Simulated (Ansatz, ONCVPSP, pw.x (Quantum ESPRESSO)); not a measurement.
# What a changed setting does to a pw.x run (diamond Si)

Potential: optimised norm-conserving Vanderbilt (ONCV), ONCVPSP 4.0.1.1 (patched build), PBEsol; core [Ne], reference 3s2 3p2; waves: 3s: rc 1.55 bohr, ncon 4, nbas 8, qcut 5 1/bohr, 1 projector; 3p: rc 2.15 bohr, ncon 5, nbas 10, qcut 3.5 1/bohr, 3 projectors, debl 3.3 Ha; d scattering state at 0.14 Ha: rc 1.90 bohr, ncon 5, nbas 9, qcut 6.3 1/bohr, 2 projectors, debl 4 Ha; local part: polynomial inside 1.10 bohr (lpopt 5, dvloc0 6 Ha); core correction: none.

The reference run (k-mesh 9³, cutoffs 35/140 Ry, Fermi–Dirac 0.01 Ry, mixing_beta 0.4, conv_thr 1e-9, no spin) gives -0.07 GPa at 20.005 Å³/atom, where all-electron LAPW gives 0.14 GPa. This run, with its own iteration cap, changes mixing_beta to 0.1.

```
&control
  calculation='scf', prefix='x', pseudo_dir='./', outdir='./tmp', tstress=.true., disk_io='none'
/
&system
  ibrav=0, nat=2, ntyp=1, ecutwfc=35, ecutrho=140, nbnd=11,
  occupations='smearing', smearing='fd', degauss=0.01
/
&electrons
  conv_thr=1e-09, mixing_beta=0.1, electron_maxstep=50
/
ATOMIC_SPECIES
Si 1.0 Si.UPF
CELL_PARAMETERS angstrom
  0.00000000 2.71464380 2.71464380
  2.71464380 0.00000000 2.71464380
  2.71464380 2.71464380 0.00000000
ATOMIC_POSITIONS crystal
Si 0.0000 0.0000 0.0000
Si 0.2500 0.2500 0.2500
K_POINTS automatic
9 9 9 0 0 0
```

```bash
pw.x < Si.scf.in > Si.scf.out
```

Task: How does the run end?

Result: It converges in 8 iterations; the free energy moves by +0.0 meV/atom and the pressure by +0.00 GPa. The result is that of the reference run.

```
Message from routine setup:
     using ibrav=0 with symmetry is DISCOURAGED, use correct ibrav instead
     lattice parameter (alat)  =       7.2548  a.u.
     unit-cell volume          =     270.0009 (a.u.)^3
     number of electrons       =         8.00
     number of Kohn-Sham states=           11
     kinetic-energy cutoff     =      35.0000  Ry
     charge density cutoff     =     140.0000  Ry
     scf convergence threshold =      1.0E-09
     Exchange-correlation= PBESOL
     number of k points=    35  Fermi-Dirac smearing, width (Ry)=  0.0100
     iteration #  1     ecut=    35.00 Ry     beta= 0.10
     total energy              =     -15.79247537 Ry
     estimated scf accuracy    <       0.05611177 Ry
     iteration #  2     ecut=    35.00 Ry     beta= 0.10
     total energy              =     -15.77832841 Ry
     estimated scf accuracy    <       0.04313459 Ry
     iteration #  3     ecut=    35.00 Ry     beta= 0.10
     total energy              =     -15.78133825 Ry
     estimated scf accuracy    <       0.00064044 Ry
     iteration #  4     ecut=    35.00 Ry     beta= 0.10
     total energy              =     -15.78130654 Ry
     estimated scf accuracy    <       0.00025696 Ry
     iteration #  5     ecut=    35.00 Ry     beta= 0.10
     total energy              =     -15.78131913 Ry
     estimated scf accuracy    <       0.00000034 Ry
     iteration #  6     ecut=    35.00 Ry     beta= 0.10
     total energy              =     -15.78131961 Ry
     estimated scf accuracy    <       0.00000024 Ry
     iteration #  7     ecut=    35.00 Ry     beta= 0.10
     total energy              =     -15.78131960 Ry
     estimated scf accuracy    <       0.00000012 Ry
     iteration #  8     ecut=    35.00 Ry     beta= 0.10
     the Fermi energy is     6.3895 ev
!    total energy              =     -15.78131962 Ry
     estimated scf accuracy    <          1.3E-10 Ry
     smearing contrib. (-TS)   =      -0.00036460 Ry
     The total energy is F=E-TS. E is the sum of the following terms:
     one-electron contribution =       4.72236473 Ry
     hartree contribution      =       1.07565586 Ry
     xc contribution           =      -4.77782759 Ry
     ewald contribution        =     -16.80114802 Ry
     convergence has been achieved in   8 iterations
          total   stress  (Ry/bohr**3)                   (kbar)     P=       -0.66
     Message from routine punch:
     Nothing written, as per user request (disk_io='none')
```

The run took about 4.6 s on one core of a shared host (Neoverse-V2, 96 threads, 742 GiB, load 85).
